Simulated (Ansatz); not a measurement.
Results of PBE0 in Ansatz (plane waves, PAW) for zinc-blende AlSb.

Numerical settings: plane-wave cutoff 460 eV, 8×8×8 k mesh, Fermi–Dirac smearing 0.01 eV, scalar-relativistic PAW data made under PBE.

Response to compression and expansion:

| V (Å³/atom) | P (GPa) | direct gap at Γ (eV) | smallest gap on the k mesh (eV) |
|---|---|---|---|
| 27.828 | 3.27 | 3.344 | 2.313 |
| 28.560 | 1.53 | 3.107 | 2.361 |
| 29.323 | -0.05 | 2.870 | 2.407 |
| 30.025 | -1.33 | 2.659 | 2.446 |
| 30.757 | -2.50 | 2.447 | 2.395 |

The fundamental gap (2.38 eV at the equilibrium volume, with added k points) lies elsewhere than Γ–Γ.

Measured, for comparison: band gap 1.73 eV (zero-point renormalisation of 35 meV (experimental, the table's column) added back, indirect; as tabulated in Miglio et al. (2020), arXiv:2011.12765).

Spin–orbit coupling is not included; with these elements it can move the gap by several tenths of an eV or more.

Ansatz is an electronic-structure program.
